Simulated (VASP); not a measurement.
VASP 6.6.1 run: TePb

INCAR

```
PREC = Accurate
ISMEAR = -1
AMIX = 2
NBANDS = 17
NELM = 79
LREAL = .FALSE.
IBRION = -1
NSW = 0
LWAVE = .FALSE.
ISIF = 2
ENCUT = 520
LASPH = .TRUE.
BMIX = 0.0001
LCHARG = .FALSE.
GGA = PE
SIGMA = 0.02
EDIFF = 1E-7
IMIX = 1
```

KPOINTS

```
KPOINTS created by Atomic Simulation Environment
0
Gamma
8 8 8
0 0 0
```

POSCAR

```
Pb Te
 1.0000000000000000
     0.0000000000000000    3.3005152173000001    3.2638759271000000
     3.3005152173000001    0.0000000000000000    3.2638759271000000
     3.3005152173000001    3.3005152173000001    0.0000000000000000
 Pb  Te
   1   1
Cartesian
  0.0000000000000000  0.0000000000000000  0.0000000000000000
  3.3005152172999996  3.3005152172999996  3.2638759271000000
```

The recommended PBE PAW datasets give the neutral cell 20 valence electrons.

Command

```
mpirun -np 1 vasp_std
```

OSZICAR

```
N       E                     dE             d eps       ncg     rms          rms(c)
DAV:   1     0.152499655790E+03    0.15250E+03   -0.91679E+03  2006   0.113E+03
DAV:   2     0.362632232952E+01   -0.14887E+03   -0.14416E+03  2072   0.290E+02
DAV:   3    -0.735986647178E+01   -0.10986E+02   -0.10898E+02  2655   0.855E+01
DAV:   4    -0.765583004612E+01   -0.29596E+00   -0.29575E+00  2528   0.158E+01
DAV:   5    -0.766752159058E+01   -0.11692E-01   -0.11691E-01  2950   0.291E+00    0.298E+00
DAV:   6    -0.102395412216E+02   -0.25720E+01   -0.16873E+01  2860   0.259E+01    0.615E+00
DAV:   7    -0.549565289989E+02   -0.44717E+02   -0.29434E+02  3200   0.116E+02    0.455E+01
DAV:   8    -0.449878769191E+03   -0.39492E+03   -0.26581E+03  2030   0.659E+02    0.919E+01
DAV:   9    -0.351120462955E+04   -0.30613E+04   -0.28115E+04  3407   0.100E+03    0.521E+02
DAV:  10    -0.144367261810E+05   -0.10926E+05   -0.10428E+05  3634   0.168E+03    0.951E+02
DAV:  11    -0.290521886156E+05   -0.14615E+05   -0.13209E+05  3858   0.150E+03    0.172E+03
DAV:  12    -0.528145839184E+05   -0.23762E+05   -0.22456E+05  3612   0.280E+03    0.249E+03
DAV:  13    -0.809875737949E+05   -0.28173E+05   -0.26645E+05  4004   0.281E+03    0.370E+03
DAV:  14    -0.119563271846E+06   -0.38576E+05   -0.36101E+05  3540   0.421E+03    0.491E+03
```

Standard output (part)

```
POSCAR found type information on POSCAR PbTe
 POSCAR found :  2 types and       2 ions
 LDA part: xc-table for (Slater+PW92), standard interpolation
 POSCAR, INCAR and KPOINTS ok, starting setup
 WAVECAR not read
 entering main loop
|     EEEEEEE  RRRRRR   RRRRRR   OOOOOOO  RRRRRR      ###     ###     ###     |
|     E        R     R  R     R  O     O  R     R     ###     ###     ###     |
|     E        R     R  R     R  O     O  R     R     ###     ###     ###     |
|     EEEEE    RRRRRR   RRRRRR   O     O  RRRRRR       #       #       #      |
|     E        R    R   R    R   O     O  R    R      ###     ###     ###     |
|     EEEEEEE  R     R  R     R  OOOOOOO  R     R     ###     ###     ###     |
|     ERROR FEXCP: supplied Exchange-correletion table                        |
|      is too small, maximal index : 4582                                     |
|       ---->  I REFUSE TO CONTINUE WITH THIS SICK JOB ... BYE!!! <----       |
```

VASP stopped with an error.

**Question.** Find the fault in these files.

**Answer.** Mixing far too strong. VASP stopped with an error.
